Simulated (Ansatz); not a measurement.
The system is Ga.

```
Ga
1.0
     1.38300   -4.02650    0.00000
     1.38300    4.02650    0.00000
    -0.11745    0.00000    3.32993
Ga
2
Direct
  0.13100 0.86900 0.75000
  0.86900 0.13100 0.25000
```

This isn't the form of Ga at room conditions, which is orthorhombic.

* Program: Ansatz 0.2.0
* Task: single point
* Functional: PBE
* Potentials or basis: all-electron LAPW, scalar-relativistic
* Cutoff: 256 eV (chosen from the basis error)
* Basis error allowed: 0.001 eV/atom
* k mesh: 10 × 10 × 8
* Occupations: fermi-dirac, width 0.05 eV
* Spin: no spin polarisation

On this cell: pressure 1.7 GPa; largest force 0.201 eV/Å; band gap on the k mesh none (metal or under the smearing width).

The same run follows on a disturbed copy (atoms moved at random, drawn with an rms of 0.05 Å):

```
Ga
1.0
     1.38300   -4.02650    0.00000
     1.38300    4.02650    0.00000
    -0.11745    0.00000    3.32993
Ga
2
Cartesian
  1.2589 2.9790 2.4919
  1.3540 -2.9564 0.7880
```

Q: What changes?

A: The energy (extrapolated to zero smearing) moves by +0.1 meV/atom; pressure 1.7 GPa; largest force 0.183 eV/Å; band gap on the k mesh none (metal or under the smearing width).

Forces on the atoms (eV/Å):
```
Ga   0.004 -0.166 -0.076
Ga  -0.004  0.166  0.076
```

Stress tensor (GPa, compression positive):
```
2.47 0.00 0.44
0.00 1.89 0.13
0.44 0.13 0.68
```
